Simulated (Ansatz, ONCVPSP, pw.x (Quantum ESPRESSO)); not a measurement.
What a changed setting does to a pw.x run (bcc Sr)

Potential: optimised norm-conserving Vanderbilt (ONCV), ONCVPSP 4.0.1, PBE; core [Ar] 3d10 4s2, reference 4p6 5s1.75 5p0.25; waves: 5s: rc 3.15 bohr, ncon 4, nbas 7, qcut 2.5 1/bohr, 2 projectors, debl 2 Ha; 4p+5p: rc 2.45 bohr, ncon 3, nbas 7, qcut 6.8 1/bohr, 2 projectors; d scattering state at 0.4 Ha: rc 2.55 bohr, ncon 3, nbas 8, qcut 4.3 1/bohr, 2 projectors, debl 3.8 Ha; local part: polynomial inside 2.15 bohr (lpopt 5, dvloc0 0 Ha); core correction: none. In the d channel the program set the typed energies aside and used 0.050, 3.850 Ha.

The reference run (k-mesh 10³, cutoffs 35/140 Ry, Fermi–Dirac 0.01 Ry, mixing_beta 0.4, conv_thr 1e-9, no spin) gives 0.01 GPa at 54.586 Å³/atom, where all-electron LAPW gives 0.01 GPa. This run, with its own iteration cap, changes conv_thr to 0.0001.

```
&control
  calculation='scf', prefix='x', pseudo_dir='./', outdir='./tmp', tstress=.true., disk_io='none'
/
&system
  ibrav=0, nat=1, ntyp=1, ecutwfc=35, ecutrho=140, nbnd=11,
  occupations='smearing', smearing='fd', degauss=0.01
/
&electrons
  conv_thr=0.0001, mixing_beta=0.4, electron_maxstep=60
/
ATOMIC_SPECIES
Sr 1.0 Sr.UPF
CELL_PARAMETERS angstrom
  -2.38968373 2.38968373 2.38968373
  2.38968373 -2.38968373 2.38968373
  2.38968373 2.38968373 -2.38968373
ATOMIC_POSITIONS crystal
Sr 0.0000 0.0000 0.0000
K_POINTS automatic
10 10 10 0 0 0
```

```bash
pw.x < Sr.scf.in > Sr.scf.out
```

Task: How does the run end?

Result: It converges in 3 iterations; the free energy moves by +0.0 meV/atom and the pressure by +0.14 GPa.

```
Message from routine setup:
     using ibrav=0 with symmetry is DISCOURAGED, use correct ibrav instead
     lattice parameter (alat)  =       7.8217  a.u.
     unit-cell volume          =     368.3646 (a.u.)^3
     number of electrons       =         8.00
     number of Kohn-Sham states=           11
     kinetic-energy cutoff     =      35.0000  Ry
     charge density cutoff     =     140.0000  Ry
     scf convergence threshold =      1.0E-04
     Exchange-correlation= PBE
     number of k points=    47  Fermi-Dirac smearing, width (Ry)=  0.0100
     iteration #  1     ecut=    35.00 Ry     beta= 0.40
     total energy              =     -36.84439924 Ry
     estimated scf accuracy    <       0.00077495 Ry
     iteration #  2     ecut=    35.00 Ry     beta= 0.40
     total energy              =     -36.84453320 Ry
     estimated scf accuracy    <       0.00027781 Ry
     iteration #  3     ecut=    35.00 Ry     beta= 0.40
     the Fermi energy is     4.4888 ev
!    total energy              =     -36.84455180 Ry
     estimated scf accuracy    <       0.00000667 Ry
     smearing contrib. (-TS)   =      -0.00603257 Ry
     The total energy is F=E-TS. E is the sum of the following terms:
     one-electron contribution =     -12.21880874 Ry
     hartree contribution      =       7.14182025 Ry
     xc contribution           =      -5.97335620 Ry
     ewald contribution        =     -25.78817454 Ry
     convergence has been achieved in   3 iterations
          total   stress  (Ry/bohr**3)                   (kbar)     P=        1.56
     Message from routine punch:
     Nothing written, as per user request (disk_io='none')
```

The run took about 3.3 s on one core of a shared server CPU.
